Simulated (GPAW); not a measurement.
Runs of GPAW 26.7.0 on LiCl. It takes space group Fm-3m (No. 225, cubic). The conventional cell has a = 5.130 Å, b = 5.130 Å, c = 5.130 Å, α = 90.00°, β = 90.00°, γ = 90.00°. Cl (site symmetry m-3m) has 6 Li at 2.56 Å as nearest neighbours. Li (site symmetry m-3m) has 6 Cl at 2.56 Å as nearest neighbours. 

| task | level | potentials or basis | cell | k mesh | smearing | maxiter | band path | band points | data set | optimizer | other keys | mesh quality | gap on the mesh (eV) | pressure (GPa) | relaxed volume (Å³/atom) |
| --- | --- | --- | --- | --- | --- | --- | --- | --- | --- | --- | --- | --- | --- | --- | --- |
| single point | PBE | GPAW PAW data sets (gpaw-data 1.2.1), pw | as given | 9 × 9 × 9 | gaussian 0.011 eV | 150 | - | - | - | - | - | not flagged | 6.32 | 0.5 | - |
| single point | PBE | GPAW PAW data sets (gpaw-data 1.2.1), pw | as given | 5 × 5 × 5 | fermi-dirac 0.05 eV | 80 | - | - | - | - | several, not listed | coarse | 6.32 | 0.5 | - |
| band structure | LDA | the program's PAW data sets (release 1.2.1) made for this functional, pw | as given | 7 × 7 × 7 | fermi-dirac 0.05 eV | 150 | GXWKGLUWLK,UX | 60 | - | - | - | not flagged | 5.98 | -2.8 | - |
| band structure | RPBE | the program's PAW data sets (release 1.2.1) made for this functional, pw | as given | 9 × 9 × 9 | fermi-dirac 0.05 eV | 150 | GXWKGLUWLK,UX | 60 | - | - | - | not flagged | 6.57 | 2.3 | - |
| single point | PBE | GPAW PAW data sets (gpaw-data 1.2.1), pw | as given | 9 × 9 × 9 | gaussian 0.029 eV | 150 | - | - | - | - | - | not flagged | 6.32 | 0.5 | - |
| band structure | LDA | JTH PAW 2.0, LDA, pw | as given | 7 × 7 × 7 | fermi-dirac 0.05 eV | 150 | GXWKGLUWLK,UX | 60 | Cl jth, Li jth | - | - | not flagged | 5.99 | -3.0 | - |
| single point | PBE | GPAW PAW data sets (gpaw-data 1.2.1), pw | as given | 9 × 9 × 9 | gaussian 0.012 eV | 150 | - | - | - | - | - | not flagged | 6.32 | 0.5 | - |
| relaxation of cell and atoms | revPBE | the program's PAW data sets (release 1.2.1) made for this functional, pw | relaxed to 10 GPa | 9 × 9 × 9 | fermi-dirac 0.05 eV | 150 | - | - | - | BFGS | - | not flagged | 7.09 | 10.0 | - |
| relaxation of cell and atoms | BLYP+D3(BJ) | PAW data sets generated in the run's folder for this functional, pw | relaxed | 9 × 9 × 9 | fermi-dirac 0.05 eV | 150 | - | - | - | FIRE | - | not flagged | 7.01 | -0.1 | 15.50 |
| relaxation of cell and atoms | LDA | the program's PAW data sets (release 1.2.1) made for this functional, pw | relaxed | 9 × 9 × 9 | fermi-dirac 0.05 eV | 150 | - | - | - | FIRE | - | not flagged | (b) | -0.2 | (a) |

Alike in all rows: no spin polarisation; cutoff (eV) 800.

Fill in the values left out.

(a) 15.59; (b) 6.46.

Caveats: some runs use coarse meshes; an odd mesh through Γ misses points on the zone boundary, where band edges often lie (some runs); later steps reuse the first step's grids (some runs); the program truncates these outside data sets (some runs).

The runs don't all hold the same shells in valence.
